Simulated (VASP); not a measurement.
Input of a VASP 6.6.1 run:

The input INCAR:

```
SYSTEM = Ba
PREC = Accurate
ENCUT = 600
EDIFF = 1E-7
ISMEAR = 0
SIGMA = 0.1
LREAL = .FALSE.
LASPH = .TRUE.
NELM = 80
ALGO = Fast
ISIF = 3
LWAVE = .FALSE.
LCHARG = .FALSE.
GGA = PE
IBRION = 2
NSW = 90
EDIFFG = -0.005
```

File KPOINTS:

```
Automatic mesh
0
G
  12 12 12
  0 0 0
```

POSCAR

```
Ba
1.0
   -2.5125000000      2.5125000000      2.5125000000
    2.5125000000     -2.5125000000      2.5125000000
    2.5125000000      2.5125000000     -2.5125000000
Ba
1
Direct
    0.0000000000      0.0000000000      0.0000000000
```

Potentials or basis: VASP PAW PBE potentials, release 64 (Ba_sv).

Launch:

```bash
$ cat potpaw_PBE.64/Ba_sv/POTCAR > POTCAR
$ mpirun -np 1 vasp_std > vasp.out
```

Q: What does it give for the space group after relaxing (to 0.05 Å)?

A: Im-3m (No. 229).

Q: What does it give for the relaxed volume?

A: 63.53 Å³/atom.

Q: Predict the band gap on the k mesh.

A: None (metal or under the smearing width).

Q: What does it give for the relaxed cell?

A: a = 4.354 Å, b = 4.354 Å, c = 4.354 Å, α = 109.47°, β = 109.47°, γ = 109.47°.

Final structure:
```xyz
1
Lattice="-2.5137 2.5137 2.5137 2.5137 -2.5137 2.5137 2.5137 2.5137 -2.5137" Properties=species:S:1:pos:R:3 pbc="T T T"
Ba    0.0000    0.0000    5.0274
```

Spin-orbit coupling is left out, which matters for the levels of Ba.
